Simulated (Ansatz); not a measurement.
We consider zinc-blende InN (metastable phase), described by r²SCAN (Ansatz, an electronic-structure program, PAW).

Run with plane-wave cutoff 600 eV, 24×24×24 k mesh, Fermi–Dirac smearing 0.05 eV, scalar-relativistic PAW data made under PBE.

Computed at the level's own relaxed cell.

### Question
What does this level give for the elastic constant C11, Voigt–Reuss–Hill bulk modulus, elastic constant C44, elastic constant C12 and Voigt–Reuss–Hill shear modulus (Hill average)?

### Answer

- elastic constant C11: 179 GPa
- Voigt–Reuss–Hill bulk modulus: 140 GPa
- elastic constant C44: 84.3 GPa
- elastic constant C12: 120 GPa
- Voigt–Reuss–Hill shear modulus (Hill average): 55.1 GPa

Note: the solid has no gap at this level, which affects its response.

Elastic constants are with the ions relaxed.

Spin–orbit coupling is not included.

Static lattice: no zero-point or thermal effects.
